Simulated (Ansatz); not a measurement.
TiB2:

```
Ti B
1.0
     3.02920    0.00000    0.00000
    -1.51460    2.62336    0.00000
     0.00000    0.00000    3.22840
Ti B
1 2
Direct
  0.00000 0.00000 0.00000
  0.66667 0.33333 0.50000
  0.33333 0.66667 0.50000
```

Base run:

| Property | Result |
| --- | --- |
| Program | Ansatz 0.2.0 |
| Functional | LDA |
| Potentials or basis | Ansatz PAW |
| Cutoff | 420 eV (not typed: the program's choice for these potentials) |
| k mesh | 10 × 10 × 8 |
| Occupations | fermi-dirac, width 0.05 eV |
| Spin | no spin polarisation |

Its results: band gap on the k mesh none (metal or under the smearing width); pressure -11.2 GPa.

Question: After a change of settings the same cell gave: band gap on the k mesh none (metal or under the smearing width); pressure -5.1 GPa. Which change was it?
A. functional from LDA to revPBE
B. functional from LDA to PBEsol
C. functional from LDA to RPBE

Answer: B.

PBEsol binds less tightly than LDA, so the same cell stands under more pressure.

Caveats: the PAW data sets come from PBE, with cores solved anew for the run's functional, which leaves a small shift of forces and pressure.

Runs at the PBE level aren't shown here.
